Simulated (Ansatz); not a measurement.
# Tc (P6_3/mmc) in Ansatz: notebook

The runs below take Tc through single point, with PBEsol.

Program: Ansatz 0.2.0. These are calculated values, not measurements. Logs are shortened: lines on timing, memory, paths and dates and some standing lists are left out, and cuts for length are marked.

## 1. Starting point

The structure is hexagonal, space group P6_3/mmc (No. 194). The conventional cell has a = 2.740 Å, b = 2.740 Å, c = 4.398 Å, α = 90.00°, β = 90.00°, γ = 120.00°. Around Tc (site symmetry -6m2) lie 12 Tc at 2.71 to 2.74 Å.

## 2. Single point, PBEsol, 13.44 Å³/atom (volume scaled by 0.94)

File input.yaml:

```yaml
crystal:
  lattice:
    - [2.6840659379, 0.0, 0.0]
    - [-1.3420329689, 2.3244692877, 0.0]
    - [0.0, 0.0, 4.3082197061]
  atoms:
    - { symbol: Tc, position: [0.6666666667, 0.3333333333, 0.75] }
    - { symbol: Tc, position: [0.3333333333, 0.6666666667, 0.25] }
kpoints:
  mp_grid: { grid: [11, 11, 6] }
scf:
  occupations: { method: fermi_dirac, width: 0.05 }
hamiltonian:
  xc: pbesol
  pseudopotentials: { kind: all_electron, lapw: { basis_error: 0.0005 } }
output:
  forces: true
  stress: true
  eigenvalues: true
```

Potentials or basis: all-electron LAPW, scalar-relativistic.

Run with:

```sh
$ ansatz run input.yaml --threads 1 --pin off --max-ram 3072MiB --backend cpu --events-out ev --progress --plain --runs-dir out
```

Log:

```text
Warning: RAYON_NUM_THREADS=1 ignored (pool sized by the plan → 1); use --threads N
LAPW: plane waves up to 8.764 Å⁻¹, error target 5.0e-4 eV per atom; small_component_spin mean_spin; Tc in spheres of 1.327 Å, 31 of its electrons in bands, Dirac shells [] (how accurate: hamiltonian.pseudopotentials.lapw.basis_error, Limitations)
Engine: ansatz 0.2.0, aarch64-unknown-linux-gnu
Pseudopotentials: kind: all_electron
Pseudopotential: Tc, LAPW, valence charge 31, lapw/all_electron/scalar/gaussian/Tc, Koelling and Harmon's equation, gaussian nucleus
Functional definition: PBEsol
  exchange = pbesol_x
  correlation = pbesol_c
Crystal: 2 atoms, lattice volume = 26.879 Å³
Basis set: ecut = 292.65151589086514 eV, 313 PW (Γ), exchange–correlation at level 2
Bands: 38, of which v1, the nominal top of the filled ones, is band 31 counted from 1 (30 counted from 0)
Symmetry: 24 space group operations
Space group: P63/mmc (ITA 194), of the structure as read, at distance tolerance 3.0e-5 Å
k-points: 64 of 726
Non-local potential: Tc, projectors of the file, none
Initial density: superposition of atomic densities (chi_scale 0.1, normalization cell)
Initial wavefunctions: plane waves of lowest kinetic energy (no species holds an atomic orbital)
Functional: x = pbesol(κ = 0.804, μ = 0.12345679012345678), c = pbesol(β = 0.046)
iter 1 solved again at ethr=1.12e-4 eV; its pass at ethr=1.00e-1 eV (dr2=6.92e-2 eV) is discarded
SCF iter   1: F=—  HF=-233132.375029 eV  |F-HF|=—  |Δ(HF+E_count)|=         —  Δρ=2.41e-2  dr2=6.99e-2  ethr=1.12e-4  ⟨swp⟩=3.0  Hψ=15668  notcnv=0
preconditioner: auto → Kerker (q_TF=auto, 3.136 Å⁻¹)  [metal: Δε(μ)=0.067 eV  Ē_g=9.366 eV  σ=0.050 eV  W_gap=0.32  n_scr=22 (ndim 8)  ℏωp=26.8 eV  f_vac=0.000  D(μ)=1.55/eV (n_scr^D=22)]
SCF iter   2: F=—  HF=-233132.059667 eV  |F-HF|=—  |Δ(HF+E_count)|=   3.15e-1  Δρ=9.00e-3  dr2=1.54e-2  ethr=1.12e-4  ⟨swp⟩=2.6  Hψ=7596  notcnv=0
SCF iter   3: F=—  HF=-233132.054561 eV  |F-HF|=—  |Δ(HF+E_count)|=   5.11e-3  Δρ=6.33e-3  dr2=8.02e-3  ethr=2.49e-5  ⟨swp⟩=2.0  Hψ=7141  notcnv=0
SCF iter   4: F=—  HF=-233132.053618 eV  |F-HF|=—  |Δ(HF+E_count)|=   9.43e-4  Δρ=3.12e-3  dr2=2.11e-3  ethr=1.29e-5  ⟨swp⟩=2.0  Hψ=7141  notcnv=0
iter 5 solved again at ethr=2.43e-7 eV; its pass at ethr=3.41e-6 eV (dr2=1.50e-4 eV) is discarded
SCF iter   5: F=—  HF=-233132.052881 eV  |F-HF|=—  |Δ(HF+E_count)|=   7.36e-4  Δρ=7.80e-4  dr2=1.50e-4  ethr=2.43e-7  ⟨swp⟩=2.0  Hψ=12106  notcnv=0
SCF iter   6: F=—  HF=-233132.052848 eV  |F-HF|=—  |Δ(HF+E_count)|=   3.34e-5  Δρ=1.21e-4  dr2=3.62e-6  ethr=2.43e-7  ⟨swp⟩=2.0  Hψ=7141  notcnv=0
SCF iter   7: F=—  HF=-233132.052848 eV  |F-HF|=—  |Δ(HF+E_count)|=   4.50e-7  Δρ=2.05e-5  dr2=1.18e-7  ethr=5.84e-9  ⟨swp⟩=2.0  Hψ=7141  notcnv=0
SCF iter   8: F=-233132.052848 eV  HF=-233132.052848 eV  |F-HF|=4.95e-10  |Δ(HF+E_count)|=   6.69e-9  Δρ=5.37e-6  dr2=6.45e-9  ethr=1.91e-10  ⟨swp⟩=2.0  Hψ=7141  notcnv=0
SCF 1 converged in 8 iterations: F = -233132.052848 eV  dr2 = 6.45e-9
SCF converged after 8 iterations
Free energy (F): -233132.052848 eV
Harris-Foulkes:  -233132.052848 eV  (|F-HF|=4.95e-10)
Internal energy: -233132.036795 eV  (E = F + TS)
E sigma→0 (E₀):  -233132.044821 eV
Entropy (-TS):   -0.016053 eV (-8.026 meV/atom)
Fermi energy:    26.423014 eV
--- Per-component energies (eV) ---
  E_band       = -8888.990593
  E_kinetic    = 241995.188182
  E_xc         = -6889.915820
  E_electrostatic = -468237.309157  (all electrons and nuclei)
  E_smearing   = -0.016053  (= −TS)
  E_closure    = 0.000000  (closes the sum)
  E_atoms      = -233107.746524  (free atoms, spherical and without spin; not in F)
  Σ components = -233132.052848   (vs F -233132.052848, Δ=0.00e0)
  Basis errors (estimates in eV, not in F): energy 1.0e-4 per atom: plane waves 9.5e-5 (4.9e-5 summed), levels above the bands 4.2e-113, relativity 2.2e-8, radial functions 8.3e-6, core shells 1.3e-7; eigenvalues (radial functions only) 4.2e-7; not estimated: angular momenta, meshes, grids; target (lapw.basis_error) 5.0e-4; muffin-tin radii Tc 1.327 Å
--- Forces (eV/Å), atoms counted from 1 ---
  atom   1  Tc    -0.00000000    -0.00000000     0.00000000
  atom   2  Tc     0.00000000     0.00000000     0.00000000
  max |Σ_I F_I| component: 6.94e-18 eV/Å
--- Stress (GPa, compression-positive) ---
       14.636925       0.000000       0.000000
        0.000000      14.636925       0.000000
        0.000000       0.000000      14.512716
  P = ⅓ Tr σ = 14.5955 GPa (145.955 kbar)
--- Band table (eV; the first three rows and the last of 64) ---
  k-point 0: bands = ["-382.0524", "-382.0524", "-382.0524", "-382.0524", "-382.0485", "-382.0485", "-216.3803", "-216.3803", "-216.3803", "-216.3803", "-216.3779", "-216.3779", "-216.3779", "-216.3779", "-216.3764", "-216.3764", "-40.3221", "-40.0099", "-13.1101", "-11.7463", "-11.7463", "-11.5206", "-11.5206", "-11.4719", "18.8265", "20.5747", "24.7066", "24.7066", "24.7814", "25.5029", "25.5029", "26.2896", "26.2896", "28.2656", "29.2073", "29.2073", "38.3270", "40.6150"]
  k-point 1: bands = ["-382.0524", "-382.0524", "-382.0524", "-382.0524", "-382.0485", "-382.0485", "-216.3803", "-216.3803", "-216.3803", "-216.3803", "-216.3779", "-216.3779", "-216.3779", "-216.3779", "-216.3764", "-216.3764", "-40.3017", "-40.0314", "-13.0067", "-11.7313", "-11.7313", "-11.5889", "-11.5359", "-11.5359", "19.1499", "20.6823", "24.5647", "24.5647", "24.6106", "25.3105", "25.3105", "26.7117", "26.7117", "27.3872", "29.2267", "29.2267", "39.4943", "40.0484"]
  k-point 2: bands = ["-382.0524", "-382.0524", "-382.0524", "-382.0524", "-382.0485", "-382.0485", "-216.3803", "-216.3803", "-216.3803", "-216.3803", "-216.3779", "-216.3779", "-216.3779", "-216.3779", "-216.3764", "-216.3764", "-40.2456", "-40.0895", "-12.7202", "-11.9028", "-11.6904", "-11.6904", "-11.5776", "-11.5776", "19.9837", "20.8968", "24.2803", "24.4478", "24.4478", "24.9084", "24.9084", "25.6679", "27.5925", "27.5925", "29.0670", "29.0670", "39.7806", "41.3806"]
  k-point 63: bands = ["-382.0524", "-382.0524", "-382.0524", "-382.0524", "-382.0485", "-382.0485", "-216.3803", "-216.3803", "-216.3803", "-216.3803", "-216.3779", "-216.3779", "-216.3779", "-216.3779", "-216.3764", "-216.3764", "-39.9638", "-39.9638", "-12.8092", "-12.8092", "-12.3897", "-12.3897", "-11.7639", "-11.7639", "22.0139", "22.0139", "23.0250", "23.0250", "24.5187", "24.5187", "26.4114", "26.4114", "29.3608", "29.3608", "35.8031", "35.8031", "39.0376", "39.0376"]
```

It took 22 s on 1 thread of Arm Neoverse V1, shared host; peak memory 0.39 GiB.

Results:

* Free energy: -233132.0528 eV
* Pressure: 14.6 GPa
* Band gap on the k mesh: none (metal or under the smearing width)

## 3. Single point, PBEsol, 13.73 Å³/atom (volume scaled by 0.96)

input.yaml, as its differences from that of step 2:

```diff
@@ -2,5 +2,5 @@
   lattice:
-    - [2.6840659379, 0.0, 0.0]
-    - [-1.3420329689, 2.3244692877, 0.0]
-    - [0.0, 0.0, 4.3082197061]
+    - [2.7029684335, 0.0, 0.0]
+    - [-1.3514842167, 2.340839329, 0.0]
+    - [0.0, 0.0, 4.3385602812]
   atoms:
```

Potentials or basis: all-electron LAPW, scalar-relativistic.

Run with:

```sh
$ ansatz run input.yaml --threads 1 --pin off --max-ram 3072MiB --backend cpu --events-out ev --progress --plain --runs-dir out
```

It took 22 s on 1 thread of Arm Neoverse V1, shared host; peak memory 0.39 GiB.

The run converged. Its results:

```yaml
Free_energy: -233132.0907 eV
Pressure: 6.7 GPa
Band_gap_on_the_k_mesh: none (metal or under the smearing width)
```

## 4. Single point, PBEsol, 14.01 Å³/atom (volume scaled by 0.98)

input.yaml, as its differences from that of step 3:

```diff
@@ -2,5 +2,5 @@
   lattice:
-    - [2.7029684335, 0.0, 0.0]
-    - [-1.3514842167, 2.340839329, 0.0]
-    - [0.0, 0.0, 4.3385602812]
+    - [2.7216101842, 0.0, 0.0]
+    - [-1.3608050921, 2.3569835587, 0.0]
+    - [0.0, 0.0, 4.3684823321]
   atoms:
```

Run with:

```sh
$ ansatz run input.yaml --threads 1 --pin off --max-ram 3072MiB --backend cpu --events-out ev --progress --plain --runs-dir out
```

Wall time 22 s (1 thread of Arm Neoverse V1, shared host); peak memory 0.39 GiB.

The run converged. Its results:

| Property | Result |
| --- | --- |
| Free energy | -233132.1020 eV |
| Pressure | -0.3 GPa |
| Band gap on the k mesh | none (metal or under the smearing width) |

## 5. Single point, PBEsol, 14.30 Å³/atom

input.yaml, as its differences from that of step 4:

```diff
@@ -2,5 +2,5 @@
   lattice:
-    - [2.7216101842, 0.0, 0.0]
-    - [-1.3608050921, 2.3569835587, 0.0]
-    - [0.0, 0.0, 4.3684823321]
+    - [2.74, 0.0, 0.0]
+    - [-1.37, 2.3729096064, 0.0]
+    - [0.0, 0.0, 4.398]
   atoms:
```

Run with:

```sh
$ ansatz run input.yaml --threads 1 --pin off --max-ram 3072MiB --backend cpu --events-out ev --progress --plain --runs-dir out
```

Wall time 22 s (1 thread of Arm Neoverse V1, shared host); peak memory 0.39 GiB.

It converged, with:

```yaml
Free_energy: -233132.0896 eV
Pressure: -6.6 GPa
Band_gap_on_the_k_mesh: none (metal or under the smearing width)
```

## 6. Single point, PBEsol, 14.58 Å³/atom (volume scaled by 1.02)

input.yaml, as its differences from that of step 5:

```diff
@@ -2,5 +2,5 @@
   lattice:
-    - [2.74, 0.0, 0.0]
-    - [-1.37, 2.3729096064, 0.0]
-    - [0.0, 0.0, 4.398]
+    - [2.7581462242, 0.0, 0.0]
+    - [-1.3790731121, 2.3886246975, 0.0]
+    - [0.0, 0.0, 4.4271266766]
   atoms:
```

Potentials or basis: all-electron LAPW, scalar-relativistic.

Run with:

```sh
$ ansatz run input.yaml --threads 1 --pin off --max-ram 3072MiB --backend cpu --events-out ev --progress --plain --runs-dir out
```

Wall time 22 s (1 thread of Arm Neoverse V1, shared host); peak memory 0.39 GiB.

Results (log left out):

```
Free energy            : -233132.0559 eV
Pressure               : -12.2 GPa
Band gap on the k mesh : none (metal or under the smearing width)
```

## 7. Single point, PBEsol, 14.87 Å³/atom (volume scaled by 1.04)

input.yaml, as its differences from that of step 6:

```diff
@@ -2,5 +2,5 @@
   lattice:
-    - [2.7581462242, 0.0, 0.0]
-    - [-1.3790731121, 2.3886246975, 0.0]
-    - [0.0, 0.0, 4.4271266766]
+    - [2.7760567665, 0.0, 0.0]
+    - [-1.3880283832, 2.4041356821, 0.0]
+    - [0.0, 0.0, 4.455875058]
   atoms:
```

Run with:

```sh
$ ansatz run input.yaml --threads 1 --pin off --max-ram 3072MiB --backend cpu --events-out ev --progress --plain --runs-dir out
```

Wall time 22 s (1 thread of Arm Neoverse V1, shared host); peak memory 0.39 GiB.

Results (log left out):

```
Free energy            : -233132.0032 eV
Pressure               : -17.2 GPa
Band gap on the k mesh : none (metal or under the smearing width)
```

## 8. Single point, PBEsol, 15.16 Å³/atom (volume scaled by 1.06)

input.yaml, as its differences from that of step 7:

```diff
@@ -2,5 +2,5 @@
   lattice:
-    - [2.7760567665, 0.0, 0.0]
-    - [-1.3880283832, 2.4041356821, 0.0]
-    - [0.0, 0.0, 4.455875058]
+    - [2.7937391334, 0.0, 0.0]
+    - [-1.3968695667, 2.4194490611, 0.0]
+    - [0.0, 0.0, 4.484257193]
   atoms:
```

Run with:

```sh
$ ansatz run input.yaml --threads 1 --pin off --max-ram 3072MiB --backend cpu --events-out ev --progress --plain --runs-dir out
```

Run time: 21 s. Hardware: 1 thread of Arm Neoverse V1, shared host; peak memory 0.39 GiB.

Results (log left out):

| Property | Result |
| --- | --- |
| Free energy | -233131.9336 eV |
| Pressure | -21.7 GPa |
| Band gap on the k mesh | none (metal or under the smearing width) |
